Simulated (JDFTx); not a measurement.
Crystal: ZrB2.

```
Zr B
1.0
     3.17000    0.00000    0.00000
    -1.58500    2.74530    0.00000
     0.00000    0.00000    3.53300
Zr B
1 2
Cartesian
  0.0000 0.0000 0.0000
  1.5850 0.9151 1.7665
  0.0000 1.8302 1.7665
```

Base run:

| Item | Value |
| --- | --- |
| Program | JDFTx 1.7.0 (patched build) |
| Functional | PBE |
| Potentials or basis | PseudoDojo-SR-PBE-0.5-standard with smoothed tails |
| Cutoff | 1034 eV |
| Density cutoff | 8272 eV |
| k mesh | 10 × 10 × 8 |
| Occupations | fermi-dirac, width 0.05 eV |
| Spin | no spin polarisation |

Its results: band gap on the k mesh none (metal or under the smearing width); pressure 0.8 GPa.

Question: The run is repeated on the same cell with these changes: hubbard terms from none to Zr d U = 4 eV; hubbard projectors from none to atomic pseudo-orbitals, not orthogonalised. What comes out?

Answer: Band gap on the k mesh none (metal or under the smearing width); pressure -2.5 GPa.

Caveats: the empty levels aren't tightly converged; U without spin polarisation on a metal has little footing (some runs); the U is typed as a test and isn't derived for this compound (some runs).
